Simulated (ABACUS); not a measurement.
# H under changes of volume

One of the cells (11.780 Å³/atom); the others are scaled copies at fixed shape and fractional positions:

```
H
1.0
    -1.69153    1.69153    2.05847
     1.69153   -1.69153    2.05847
     1.69153    1.69153   -2.05847
H
2
Direct
  0.09014 0.09014 0.00000
  0.90986 0.90986 0.00000
```

* Program: ABACUS 3.10.1
* Functional: PBE
* Potentials or basis: PseudoDojo NC SR 0.4.1 PBE standard
* Cutoff: 993 eV
* Density cutoff: 3973 eV
* Basis: plane waves
* k mesh: 11 × 11 × 11
* Occupations: fermi-dirac, width 0.05 eV
* Spin: no spin polarisation

| volume (Å³/atom) | energy over the lowest point (meV/atom) | pressure (GPa) | gap on the mesh (eV) | largest force (eV/Å) |
| --- | --- | --- | --- | --- |
| 11.073 | 7.13 | 1.9 | 9.12 | 0.792 |
| 11.309 | ? | ? | ? | ? |
| 11.544 | 2.70 | 1.1 | 9.08 | 0.409 |
| 11.780 | 1.31 | 0.7 | 9.06 | 0.230 |
| 12.015 | 0.42 | 0.4 | 9.03 | 0.059 |
| 12.251 | 0.00 | 0.1 | 9.01 | 0.105 |
| 12.487 | 0.01 | -0.2 | 8.99 | 0.262 |

Question: What does the run at 11.309 Å³/atom give?

Answer: Energy over the lowest point 4.62 meV/atom; pressure 1.5 GPa; gap on the mesh 9.10 eV; largest force 0.596 eV/Å.

Worked out: A Birch-Murnaghan fit of order 3 (a polynomial in V^(-2/3)) to the other rows has its minimum at 12.36 Å³/atom with B0 = V·E''(V) = 15.0 GPa (rough, since the energies scatter) at fixed shape and positions, which overstates the stiffness. It gives 4.62 meV/atom at 11.309 Å³/atom, against the run's 4.62, and -dE/dV = 1.5 GPa, against 1.5. A straight line through the other rows of the gap, of slope -1.1 eV per unit of ln V, gives 9.10 eV, against the run's 9.10.

Energies are extrapolated to zero smearing.

Caveats: an odd mesh through Γ misses points on the zone boundary, where band edges often lie.
